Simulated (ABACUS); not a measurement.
Crystal: PtS2.

```
Pt S
1.0
     3.54320    0.00000    0.00000
    -1.77160    3.06850    0.00000
     0.00000    0.00000    5.03880
Pt S
1 2
Cartesian
  0.0000 0.0000 0.0000
  1.7716 1.0228 3.8950
  0.0000 2.0457 1.1438
```

Below is the output of ABACUS 3.10.1 for this cell. Logs are shortened: lines on timing, memory, paths and dates and some standing lists are left out, and cuts for length are marked.

```text
ABACUS v3.10.1

               Atomic-orbital Based Ab-initio Computation at UStc

 ------------------------------------------------------------------------------------

 READING GENERAL INFORMATION
                           global_out_dir = OUT.PtS2/
                           global_in_card = INPUT
                               pseudo_dir = ./
                              orbital_dir =
                                    DSIZE = 4
                                    GSIZE = 1

 READING UNITCELL INFORMATION
                                    ntype = 2
                  lattice constant (Bohr) = 1.88973
              lattice constant (Angstrom) = 1

 READING ATOM TYPE 1
                               atom label = Pt
                      L=0, number of zeta = 1
                      L=1, number of zeta = 1
                      L=2, number of zeta = 1
             number of atom for this type = 1

 READING ATOM TYPE 2
                               atom label = S
                      L=0, number of zeta = 1
                      L=1, number of zeta = 1
                      L=2, number of zeta = 1
             number of atom for this type = 2

                        TOTAL ATOM NUMBER = 3
DIRECT COORDINATES
    atom                   x                   y                   z     mag                  vx                  vy                  vz
taud_Pt1            0.0000000000        0.0000000000        0.0000000000  0.0000        0.0000000000        0.0000000000        0.0000000000
taud_S1            0.6666666667        0.3333333333        0.7730000000  0.0000        0.0000000000        0.0000000000        0.0000000000
taud_S2            0.3333333333        0.6666666667        0.2270000000  0.0000        0.0000000000        0.0000000000        0.0000000000

                          Volume (Bohr^3) = 369.697
                             Volume (A^3) = 54.7833

 Lattice vectors: (Cartesian coordinate: in unit of a_0)
              +3.5432                  +0                  +0
[... 254 lines left out ...]
     Energy           Rydberg                 eV
----------------------------------------------------------
 E_KohnSham     -305.1426039365      -4151.6781160941
 E_Harris       -315.0626769659      -4286.6476338690
 E_Fermi        0.8767191557         11.9283760637
----------------------------------------------------------
[... 75 lines left out ...]
 Density error is 2.19867877845e-09
                          Error Threshold = 1.51411400861e-10
----------------------------------------------------------
     Energy           Rydberg                 eV
----------------------------------------------------------
 E_KohnSham     -305.3989032195      -4155.1652467362
 E_KS(sigma->0) -305.3989030607      -4155.1652445757
 E_Harris       -305.3993960771      -4155.1719524074
 E_band         -23.4254664335       -318.7198218037
 E_one_elec     -155.8324468417      -2120.2092103295
 E_Hartree      89.3828124099        1216.1155520398
 E_xc           -60.3325414162       -820.8663380813
 E_Ewald        -178.6167270539      -2430.2052460441
 E_entropy(-TS) -0.0000003176        -0.0000043210
 E_descf        0.0000000000         0.0000000000
 E_exx          0.0000000000         0.0000000000
 E_Fermi        0.8465415334         11.5177884477
----------------------------------------------------------

 charge density convergence is achieved
 final etot is -4155.1652467 eV
 EFERMI = 11.517788448 eV

 STATE ENERGY(eV) AND OCCUPATIONS    NSPIN == 1
 1/13 kpoint (Cartesian) = 0.0000 0.0000 0.0000 (4755 pws)
       1       -88.6131     0.00493827
       2       -42.8085     0.00493827
       3       -42.8085     0.00493827
       4       -42.6331     0.00493827
       5       -4.54045     0.00493827
       6       -1.28722     0.00493827
[... 104 lines left out ...]
       6       -1.57625      0.0296296
[... 11 lines left out ...]
      18        17.4437    9.99623e-54
      19        17.6645    1.20825e-55

[... levels at 7 further k points ...]

------------------------------------------------------------------------------------------
 TOTAL-FORCE (eV/Angstrom)
------------------------------------------------------------------------------------------
                       Pt1         0.0000000000         0.0000000000         0.0000000000
                        S1         0.0000000000         0.0000000000        -1.2409331292
                        S2         0.0000000000         0.0000000000         1.2409331292
------------------------------------------------------------------------------------------

----------------------------------------------------------------
 TOTAL-STRESS (KBAR)
----------------------------------------------------------------
       119.3467351613        -0.0000000000        -0.0000000000
        -0.0000000000       119.3467351604        -0.0000000000
         0.0000000000         0.0000000000       102.8030861375
----------------------------------------------------------------
 TOTAL-PRESSURE: 113.832185 KBAR

 --------------------------------------------
 !FINAL_ETOT_IS -4155.1652467361691379 eV
 --------------------------------------------
```

Problem. What input gives this log?

Solution. Single point with PBE, no spin polarisation. The files as run (others can give the same):

INPUT
```
INPUT_PARAMETERS
suffix              PtS2
calculation         scf
basis_type          pw
pseudo_dir          ./
symmetry            1
dft_functional      pbe
ecutwfc             84
pseudo_rcut         10
nspin               1
nbands              19
ks_solver           dav
smearing_method     fd
smearing_sigma      0.00367493
scf_thr             1e-08
scf_nmax            100
mixing_type         broyden
mixing_beta         0.7
cal_force           1
cal_stress          1
kpar                4
```

STRU
```
ATOMIC_SPECIES
Pt 195.0840 Pt.upf
S 32.0600 S.upf

LATTICE_CONSTANT
1.8897261246

LATTICE_VECTORS
3.5432000000 0.0000000000 0.0000000000
-1.7716000000 3.0685012107 0.0000000000
0.0000000000 0.0000000000 5.0388000000

ATOMIC_POSITIONS
Direct

Pt
0.0
1
0.0000000000 0.0000000000 0.0000000000 1 1 1

S
0.0
2
0.6666666667 0.3333333333 0.7730000000 1 1 1
0.3333333333 0.6666666667 0.2270000000 1 1 1
```

KPT
```
K_POINTS
0
Gamma
9 9 5 0 0 0
```

Potentials or basis: PseudoDojo NC SR 0.4.1 PBE standard, plane waves.
Launch:
```sh
$ OMP_NUM_THREADS=1 mpirun -np 4 abacus > log
```

Caveat: spin-orbit coupling is left out, which moves the levels of the heavy elements; an odd mesh through Γ misses points on the zone boundary, where band edges often lie; forces of over 1 eV/Å show positions far from the minimum, so gaps and moduli don't describe the material at rest.
